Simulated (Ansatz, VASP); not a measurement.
## Ni: VASP beside Ansatz

```
Ni
1.0
     0.00000    1.75309    1.75309
     1.75309    0.00000    1.75309
     1.75309    1.75309    0.00000
Ni
1
Direct
  0.00000 0.00000 0.00000
```

Change from the starting cell: volume scaled by 0.975.

Alike in both runs: task single point; functional PBE; k mesh 20 × 20 × 20; occupations fermi-dirac, width 0.05 eV; collinear spin.

```csv
,VASP,Ansatz
version,VASP 6.6.1,Ansatz 0.2.0
potentials or method,"VASP PAW PBE potentials, release 64 (Ni), cutoff 520 eV","all-electron LAPW, scalar-relativistic"
```

VASP gave:

- pressure (GPa): 2.1
- net moment per atom (μB): 0.63
- size of the moment on the site where the two differ most (μB): 0.64

Task: Which values does Ansatz return?

Result: Pressure (GPa): 2.2; net moment per atom (μB): 0.64; size of the moment on the site where the two differ most (μB): 0.66.

Site moments also hang on the region over which each program counts them. Ansatz ran all-electron here, so the differences hold the error of VASP's frozen core and of both bases.
